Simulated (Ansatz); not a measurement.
Here is an Ansatz 0.2.0 calculation.

The input input.yaml:

```yaml
crystal:
  lattice:
    - [2.1126617058, 1.2197458045, 3.4519162518]
    - [-2.1126617058, 1.2197458045, 3.4519162518]
    - [0.0, -2.4394916091, 3.4519162518]
  atoms:
    - { symbol: Pb, position: [0.98056578, 0.98056578, 0.98056578] }
    - { symbol: S, position: [0.47503555, 0.47503555, 0.47503555] }
kpoints:
  mp_grid: { grid: [8, 8, 8] }
scf:
  occupations: { method: fermi_dirac, width: 0.05 }
hamiltonian:
  xc: pbe
  pseudopotentials: { kind: all_electron, lapw: { basis_error: 0.001 } }
output:
  forces: true
  stress: true
  eigenvalues: true
  populations: true
```

Potentials or basis: all-electron LAPW, scalar-relativistic.

The run is started by

```sh
$ ansatz run input.yaml --threads 1 --pin off --max-ram 3072MiB --backend cpu --events-out ev --progress --plain --runs-dir out
```

Task: What does it give for the largest force?

Result: 0.019 eV/Å.

Task: Estimate the Loewdin charges.

Result: Pb +0.49; S -0.44 e.

Task: Estimate the band gap on the k mesh.

Result: 0.45 eV, direct.

Task: Estimate the pressure.

Result: 0.9 GPa.

Forces in eV/Å, atoms in the order of the input:
```
Pb   0.000  0.000 -0.019
S    0.000  0.000  0.019
```

Caveat: spin-orbit coupling is left out, which as a rule narrows the gap of such compounds by several tenths of an eV. A k mesh can miss the band edges.
